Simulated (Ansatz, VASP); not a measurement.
**Two plane-wave programs on ZnO**

File INCAR:

```
SYSTEM = ZnO
ALGO = Normal
EDIFF = 1E-6
ENCUT = 520
GGA = PS
ISIF = 2
ISMEAR = 0
LASPH = .True.
LCHARG = .True.
LELF = .True.
LREAL = .False.
LVHAR = .True.
LWAVE = .False.
NBANDS = 26
NELM = 100
PREC = Accurate
SIGMA = 0.01
```

Contents of KPOINTS:

```
k-points
0
Gamma
  9 9 6
  0 0 0
```

Contents of POSCAR:

```
ZnO
1.0
    3.2309096810      0.0000000000      0.0000000000
   -1.6154548405      2.7980498610      0.0000000000
    0.0000000000      0.0000000000      5.2156080124
Zn O
2 2
Direct
    0.3333333333      0.6666666667      0.0015299804
    0.6666666667      0.3333333333      0.5015299804
    0.3333333333      0.6666666667      0.3804700196
    0.6666666667      0.3333333333      0.8804700196
```

Input for Ansatz:

```yaml
crystal:
  lattice:
    - [3.230909681, 0.0, 0.0]
    - [-1.6154548405, 2.798049861, 0.0]
    - [0.0, 0.0, 5.2156080124]
  atoms:
    - { symbol: Zn, position: [0.3333333333, 0.6666666667, 0.0015299804] }
    - { symbol: Zn, position: [0.6666666667, 0.3333333333, 0.5015299804] }
    - { symbol: O, position: [0.3333333333, 0.6666666667, 0.3804700196] }
    - { symbol: O, position: [0.6666666667, 0.3333333333, 0.8804700196] }
basis:
  ecutwfc: 420
  xc_grid: 2
kpoints:
  mp_grid: { grid: [9, 9, 6] }
hamiltonian:
  xc: pbesol
  pseudopotentials: { kind: paw, azcp: { folder: soft_1 } }
scf:
  occupations: { method: fixed }
output:
  forces: true
  stress: true
  eigenvalues: true
  polarization: {}
```

Change from the starting cell: polar distortion scaled by 1.00.

Alike in both runs: task single point; functional PBEsol; k mesh 9 × 9 × 6; no spin polarisation.

```csv
,VASP,Ansatz
version,VASP 6.6.1,Ansatz 0.2.0
potentials or method,"VASP PAW PBE potentials, release 64 (Zn, O)","scalar-relativistic, plane waves, PAW"
plane-wave cutoff (eV),520,420
occupations,"gaussian, width 0.01 eV",fixed
valence electrons in the cell,36,36
```

Ansatz gave:

* gap on the k mesh at the Fermi level (eV): 0.70
* least direct gap on the mesh (eV): 0.70
* pressure (GPa): 0.0

Task: Estimate VASP's values.

Result: gap on the k mesh at the Fermi level (eV): 0.69; least direct gap on the mesh (eV): 0.69; pressure (GPa): 0.7.

Ansatz warned: «pseudo_functional_mismatch».

Caveats: the PAW data sets were made with another functional, which shifts forces and pressure a little (VASP).
